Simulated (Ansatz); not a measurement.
**BAs (honeycomb monolayer): a many-body input that goes wrong, and its mend**

A first try at the G0W0 gap of BAs (honeycomb monolayer), what the program said, and an input that works.

Method: G0W0 on PBE, plane waves, PAW, in Ansatz 0.2.0.

## Step 1: The structure

The cell holds 2 atoms: 1 B and 1 As. Its edges and angles: a = 3.384 Å, b = 3.384 Å, c = 23.200 Å, α = 90.0°, β = 90.0°, γ = 120.0°. Vacuum lies along c.

The structure was relaxed with PBE. The runs that relaxed it are not among those shown. The default PAW set here is soft_2. Its files were made with PBE. The Coulomb interaction is cut off across the vacuum.

## Step 2: First try

The input, input.yaml:

```yaml
crystal:
  lattice:
    - [3.3844929256, 0.0, 0.0]
    - [-1.6922464628, 2.9310568525, 0.0]
    - [0.0, 0.0, 23.2]
  atoms:
    - { symbol: B, position: [0.3333333333, 0.6666666667, 0.4998895178] }
    - { symbol: As, position: [0.6666666667, 0.3333333333, 0.5001104822] }
  periodic: [true, true, false]
kpoints:
  mp_grid: { grid: [6, 6, 1] }
hamiltonian:
  xc: pbe
scf:
  occupations: { method: fixed }
gw:
  n_empty_bands: 242
  ecut_chi: 60
  qp_bands: [v2, c2]
  qp_kpoints: band_edges
  screening: { model: contour_deformation }
  plasmon_pole_fit_frequency: 20
```

Started as:

```
> ansatz run input.yaml --threads 3 --pin off --max-ram 92160MiB --backend cuda --events-out ev --progress --plain --runs-dir out --devices 1 --max-vram 13GiB  # rebuilt from the run's record
```

Numbers of over 12 decimals in the logs are rounded to 6 here.

The log of the run:

```text
Error: inconsistent input (gw.plasmon_pole_fit_frequency, gw.screening.model): the fit frequency is the Godby–Needs plasmon-pole model's, and contour deformation fits no pole — remove gw.plasmon_pole_fit_frequency, or set gw.screening.model: godby_needs
```

Run time: 0.05 s. Hardware: 3 threads of AMD EPYC 7R13 (Zen 3), shared host; peak memory 0.046 GiB.

**What went wrong?**

The input was rejected at the start.

The program's message: “Error: inconsistent input (gw.plasmon_pole_fit_frequency, gw.screening.model): the fit frequency is the Godby–Needs plasmon-pole model's, and contour deformation fits no pole — remove gw.plasmon_pole_ …”

The fault: fit frequency beside contour deformation. Contour deformation fits no pole, so the key has no meaning there.

## Step 3: A better input

G0W0 replaces the xc potential by the self-energy, built once from these orbitals. Only a window of levels is corrected, while the sums run over the empty bands that the input names.

Changes to input.yaml since step 2:

```diff
@@ -16,4 +16,4 @@
 gw:
-  n_empty_bands: 242
-  ecut_chi: 60
+  n_empty_bands: 280
+  ecut_chi: 66.0
   qp_bands: [v2, c2]
@@ -21,2 +21 @@
   screening: { model: contour_deformation }
-  plasmon_pole_fit_frequency: 20
```

The log of the run:

```text
GPUs: using 1 of 1 available (devices: 1).
[...]
device memory: the entry about to start is reckoned to put 1.4 GiB on a device that reports 54.4 GiB free (of which the cap on the GPU budget leaves the run 13.0 GiB)
GPU FFT provider: cuFFT
GPU libraries: cuBLAS 13.8.2, cuFFT 12.4.0, cuSOLVER 12.3.4
Crystal: 2 atoms, lattice volume = 230.147 Å³
Basis set: ecut = 420 eV, 4517 PW (Γ)
Bands: 13, of which v1, the nominal top of the filled ones, is band 9 counted from 1 (8 counted from 0)
Symmetry: 6 space group operations
[...]
k-points: 7 of 36 (time reversal used)
[...]
GPU buffer pool allocated for 92160 grid points (all kernels)
GPU transforms: local potential and band sums: pruned to the plane-wave sphere, on 24×24×160
[...]
SCF iter   1: F=—  HF=-5011.327566 eV  |F-HF|=—  |Δ(HF+E_count)|=         —  Δρ=7.70e-4  dr2=1.08e-3  ethr=1.77e-3  ⟨swp⟩=6.0  Hψ=525  notcnv=0  defer=11
[...]
2     8     -8.1194   -17.5374     2.6804   -14.6044  0.5861    -8.3839    -8.3720  root ?
     2     9     -7.1683   -13.8334     2.2103   -11.3701  0.5440    -7.4360    -7.4212  root ?
     2    10     -2.0914    -8.6333    -4.3703   -13.4332  0.6112    -1.6225    -1.6618  root
     2    11     -1.6149    -7.1044    -4.5514   -11.8386  0.5240    -1.4253    -1.4321  root ?
     3     8     -8.5024   -17.5825     2.8346   -14.4855  0.5826    -8.7775    -8.7649  root ?
     3     9     -5.9455   -13.5558     1.3575   -11.9514  0.5904    -6.2037    -6.1924  root ?
     3    10     -3.4643    -7.4347    -3.4314   -11.0553  0.6074    -3.2691    -3.2751  root
     3    11     -2.4208    -8.6264    -4.2792   -13.3193  0.6183    -1.9680    -2.0072  root
     6     8    -10.8916   -17.0763     3.7655   -13.0822  0.5054   -11.1335   -11.1202  root ?
     6     9     -4.9014   -13.6808     0.7407   -12.7307  0.6117    -5.1179    -5.1108  root
     6    10     -4.1607    -7.6825    -3.1737   -11.0611  0.6049    -3.9491    -3.9558  root
     6    11      1.5103    -3.2744    -3.8529    -7.1541  0.6900     1.5372     1.5371  root
[key lines of the parts left out:]
SCF converged after 7 iterations
Free energy (F): -5011.329648 eV
Fermi energy:    -4.901418 eV
```

It took 15 s on 1 × NVIDIA H100 80GB HBM3 (shared by 6 runs) with 3 threads; peak memory 1.3 GiB.

The column dr2 measures how far the density is from self-consistency, as an energy; F and HF (Harris–Foulkes) agree once it is small.

This step gave:

* bands summed: 289
* plane waves in the screening matrix: 271
* q-points in the mesh: 36
* G0W0 gap on the mesh: 1.155 eV
* k of the valence top: 0.3333, 0.3333, 0
* k of the conduction bottom: 0.3333, 0.3333, 0
* starting gap on the mesh: 0.7407 eV
* Z at the valence top: 0.6117
* Z at the conduction bottom: 0.6049
* least direct G0W0 gap on the computed points: 1.155 eV

The gap on the mesh goes from 0.74 eV to 1.16 eV, a correction of +0.41 eV. Between the two edge states, bare exchange in place of the xc potential would open the gap by 4.33 eV, and correlation takes back 3.91 eV.

## Step 4: What came out

| Quantity | Value |
| --- | --- |
| first try | refused after 0.05 s |
| better run | G0W0 gap on the mesh 1.16 eV (6×6×1 mesh, 280 empty bands, screening to 66 eV) |

In words: The second run differs in: empty bands, screening cutoff (eV) and plasmon pole fit frequency. Bands and cutoff are finite, so the gap is not at the basis limit. The miss can reach some tenths of an eV and take either sign; the mesh is an error of its own. The mesh in the plane is coarse for a sheet; gap and any exciton binding can still move on denser ones. The many-body steps are scalar-relativistic: spin-orbit coupling is not in them.

[Paths, hosts, dates, memory and timing lines, banners, echoed tables and standing remarks are left out of the program output.]

[Logs are printed without paths, hosts, clocks, repeated set-up lines and the standing remarks that a program may print on its own settings, such as how far it seeks lower states.]

[Runs of the session that timed out or met a known fault of the program may be left out.]

[Cells called generated may have been cut or substituted from an entry of the Crystallography Open Database or the Materials Project.]

[Hosts, paths, dates, database ids (printed as entryN), source tags and the programs' standing remarks are cut or masked in the printed files.]
